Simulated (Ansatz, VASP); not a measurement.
## Ru in VASP and in Ansatz

```
CELL_PARAMETERS angstrom
0.00000 2.72717 2.72717
2.72717 0.00000 2.72717
2.72717 2.72717 0.00000
ATOMIC_POSITIONS crystal
Ru 0.12500 0.12500 0.12500
Ru 0.87500 0.87500 0.87500
```

The cell was built by a generator and needn't be a form met in nature.

Alike in both runs: functional PBE; k mesh 10 × 10 × 10; occupations fermi-dirac, width 0.05 eV; collinear spin.

Ansatz relaxed the structure, and its values are those at the end. VASP's run is a single point on that final structure, the one shown.

|  | VASP | Ansatz |
| --- | --- | --- |
| version | VASP 6.6.1 | Ansatz 0.2.0 |
| potentials or method | VASP PAW PBE potentials, release 64 (Ru_pv) | plane waves (420 eV) with PAW, scalar-relativistic |
| plane-wave cutoff (eV) | 520 | 420 |
| valence electrons in the cell | 28 | 32 |

```tsv
	VASP	Ansatz	Ansatz less VASP
pressure (GPa)	0.2	0.0	-0.25
net moment per atom (μB)	0.00	0.00	0.000
```

The two sets of potentials don't hold the same shells in valence. Ansatz warned: «seeded_moment_not_kept».
